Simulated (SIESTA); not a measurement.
Runs of SIESTA 5.4.2 on In. The cell holds a slab with vacuum, 4 atoms: a = 3.339 Å, b = 3.339 Å, c = 23.207 Å, α = 90.00°, β = 90.00°, γ = 120.00°. The slab is cut from a database's or a generator's crystal, which needn't be the stable form of the element.

```csv
potentials or basis,gap on the mesh (eV),largest force (eV/Å),work function (eV)
"PseudoDojo 0.4 standard (PBE files), SZ (energy shift 0.003 Ry; radii capped at 9.5 bohr)",none,(a),4.05
"PseudoDojo 0.4 standard (PBE files), DZDP (energy shift 0.003 Ry; two zetas on semicore shells)",none,0.14,3.67
"PseudoDojo 0.4 standard (PBE files), TZDP (energy shift 0.003 Ry; two zetas on semicore shells)",none,0.11,3.65
"PseudoDojo 0.4 standard (PBE files), TZP (energy shift 0.003 Ry; two zetas on semicore shells)",none,0.13,(b)
"PseudoDojo 0.4 standard (PBE files), DZ (energy shift 0.003 Ry; two zetas on semicore shells)",none,0.16,(c)
```

Alike in all rows: task band structure; level PBE; no spin polarisation; cell as given; k mesh 9 × 9 × 1; smearing fermi-dirac 0.05 eV; grid cutoff 500 Ry; energy shift 0.003 Ry.

**Question.** Estimate the missing entries.

**Answer.** (a) 0.37; (b) 3.66; (c) 3.75.

Caveats: spin-orbit coupling is left out, which moves the levels of the heavy elements; the basis of atomic orbitals isn't converged, which shifts pressures, moduli and gaps; the basis has no polarisation orbitals (some runs).

A k mesh can miss the band edges, and the runs leave out spin-orbit coupling on In.

A gap of «none» marks a metal or a gap under the smearing width.
